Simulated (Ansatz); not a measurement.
# Compressing Al$_{2}$Cu

Computed with DFT r2SCAN, scalar-relativistic, plane waves, PAW in Ansatz 0.2.0. Run with 500 eV cutoff, 14×14×14 k-mesh, Gaussian smearing of 0.10 eV, no spin polarisation.

Reference structure (relaxed):

```
CELL_PARAMETERS angstrom
-2.02736 2.02736 2.86699
2.02736 -2.02736 2.86699
2.02736 2.02736 -2.86699
ATOMIC_POSITIONS crystal
Al 0.75000 0.25000 0.50000
Al 0.25000 0.75000 0.50000
Cu 0.50000 0.50000 0.00000
```

Cell and atoms are relaxed at each pressure within the symmetry of the start, at zero temperature, so transitions that lower the symmetry aren't seen. The k-mesh given is that at zero pressure and may differ at others. a, b and c are the lengths of the cell vectors above.

```tsv
P (GPa)	V (Å³/atom)	V/V0	a (Å)	b (Å)	c (Å)
-1	15.87	1.010	4.068	4.068	4.068
0	15.71	1.000	4.055	4.055	4.055
1	15.56	0.990	4.041	4.041	4.041
4	15.17	0.965	4.007	4.007	4.007
12	14.33	0.912	3.932	3.932	3.932
25	13.33	0.849	3.839	3.839	3.839
50	12.04	0.766	3.710	3.710	3.710
90	10.75	0.684	3.573	3.573	3.573
```

(1) What bulk modulus and pressure derivative fit these points?

Answers

(1) A third-order Birch–Murnaghan fit gives B0 = 109 GPa and B0' = 4.1.